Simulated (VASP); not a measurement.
SH2, in a box:

```xyz
3
Lattice="12.3256 0.0000 0.0000 0.0000 12.8256 0.0000 0.0000 0.0000 13.3256" Properties=species:S:1:pos:R:3 pbc="T T T"
S     6.4591    6.5190    6.1296
H     6.2891    5.5091    7.0094
H     5.7189    7.3562    6.8872
```

Base run:

| Quantity | Value |
| --- | --- |
| Program | VASP 6.6.1 |
| Functional | RPBE |
| Potentials or basis | VASP PAW PBE potentials, release 64 (S, H) |
| Cutoff | 400 eV |
| k mesh | 1 × 1 × 1 |
| Occupations | gaussian, width 0.01 eV |
| Spin | no spin polarisation |

Its results: gap between the frontier levels 5.29 eV; largest force 0.006 eV/Å.

The run is repeated on the same cell with these changes: functional from RPBE to PBE. What comes out?

Gap between the frontier levels 5.37 eV; largest force 0.012 eV/Å.

Caveats: the PAW data sets were made with another functional, which shifts forces and pressure a little (some runs).

